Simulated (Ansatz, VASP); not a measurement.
## Two plane-wave programs on LiCl

```
Li Cl
1.0
     0.13332    2.63312    2.63312
     2.63312    0.13332    2.63312
     2.63312    2.63312    0.13332
Li Cl
1 1
Direct
  0.00000 0.00000 0.00000
  0.50000 0.50000 0.50000
```

Alike in both runs: task single point; functional PBEsol; k mesh 8 × 8 × 8; occupations gaussian, width 0.05 eV; no spin polarisation.

|  | VASP | Ansatz |
| --- | --- | --- |
| version | VASP 6.6.1 | Ansatz 0.2.0 |
| potentials or method | VASP PAW PBE potentials, release 64 (Li_sv, Cl) | scalar-relativistic, plane waves, PAW |
| plane-wave cutoff (eV) | 520 | 420 |
| valence electrons in the cell | 10 | 10 |

VASP gave:

| Quantity | Value |
| --- | --- |
| gap on the k mesh at the Fermi level (eV) | 5.91 |
| least direct gap on the mesh (eV) | 5.91 |

Problem. Estimate Ansatz's values.

Solution. gap on the k mesh at the Fermi level (eV): 5.90; least direct gap on the mesh (eV): 5.90.

 A k mesh can miss the band edges. A hybrid or GW would open this gap; PBEsol tends to underestimate it.
